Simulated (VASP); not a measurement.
Here is a VASP 6.6.1 calculation.

Contents of INCAR:

```
SYSTEM = HfO2
PREC = Accurate ; ENCUT = 520
EDIFF = 1E-7 ; ISMEAR = 0
SIGMA = 0.1 ; LREAL = .FALSE.
LASPH = .TRUE. ; NELM = 100
ALGO = Fast ; ISIF = 2
LWAVE = .FALSE. ; LCHARG = .FALSE.
GGA = PS ; NBANDS = 31
```

File KPOINTS:

```
regular mesh
0
G
  6 6 4
  0 0 0
```

Contents of POSCAR:

```
HfO2
1.0
    3.5580193300      0.0000000000      0.0000000000
    0.0000000000      3.5580193300      0.0000000000
    0.0000000000      0.0000000000      5.1718612100
Hf O
2 4
Direct
    0.5000000000      0.5000000000      0.5000000000
    0.0000000000      0.0000000000      0.0000000000
    0.0000000000      0.5000000000      0.6972078800
    0.5000000000      0.0000000000      0.8027921200
    0.5000000000      0.0000000000      0.3027921200
    0.0000000000      0.5000000000      0.1972078800
```

Potentials or basis: VASP PAW PBE potentials, release 64 (Hf_pv, O).

Launch:

```bash
$ cat potpaw_PBE.64/Hf_pv/POTCAR potpaw_PBE.64/O/POTCAR > POTCAR
$ mpirun -np 1 vasp_std > vasp.out
```

(1) Estimate the pressure.

(2) Predict the band gap on the k mesh.

(3) What does it give for the largest force?

Answers

(1) -1.4 GPa.

(2) 4.63 eV, indirect (least direct gap 4.71 eV).

(3) 0.062 eV/Å.

Caveat: the PAW data sets were made with another functional, which shifts forces and pressure a little; spin-orbit coupling is left out, which moves the levels of the heavy elements.
